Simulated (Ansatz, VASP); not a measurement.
# Two plane-wave programs on NiO

```
CELL_PARAMETERS angstrom
0.00000 2.08590 2.08590
2.08590 0.00000 2.08590
2.08590 2.08590 0.00000
ATOMIC_POSITIONS crystal
Ni 0.00000 0.00000 0.00000
O 0.50000 0.50000 0.50000
```

Alike in both runs: task single point; functional revPBE; dispersion D3(BJ); k mesh 11 × 11 × 11; occupations fermi-dirac, width 0.05 eV; collinear spin.

```csv
,VASP,Ansatz
version,VASP 6.6.1,Ansatz 0.2.0
potentials or method,"VASP PAW PBE potentials, release 64 (Ni, O)",Ansatz PAW
plane-wave cutoff (eV),520,420
valence electrons in the cell,16,24
```

|  | VASP | Ansatz | Ansatz less VASP |
| --- | --- | --- | --- |
| gap on the k mesh at the Fermi level (eV) | none | none | - |
| pressure (GPa) | 4.3 | 4.7 | +0.40 |
| net moment per atom (μB) | 0.89 | 0.90 | +0.016 |
| size of the moment on the site where the two differ most (μB) | 0.27 | 0.29 | +0.021 |
| dispersion energy (meV/atom) | -523.6 | -523.6 | -0.05 |

Site moments also hang on the region over which each program counts them. A gap of «none» marks a metal or a gap that the smearing closes. The two sets of potentials don't hold the same shells in valence.

Caveats: a cell with one magnetic atom can't hold antiferromagnetic order, which such compounds often take; semilocal functionals often make such compounds metallic where correlation or magnetic order opens a gap, which also shifts bond lengths; pairwise dispersion overbinds metals, which lowers pressure and volume; the PAW data sets were made with another functional, which shifts forces and pressure a little (VASP); the pressure holds a Pulay correction of +0.7 GPa for the finite cutoff (Ansatz); the PAW data sets come from PBE, with cores solved anew for the run's functional, which leaves a small shift of forces and pressure (Ansatz).
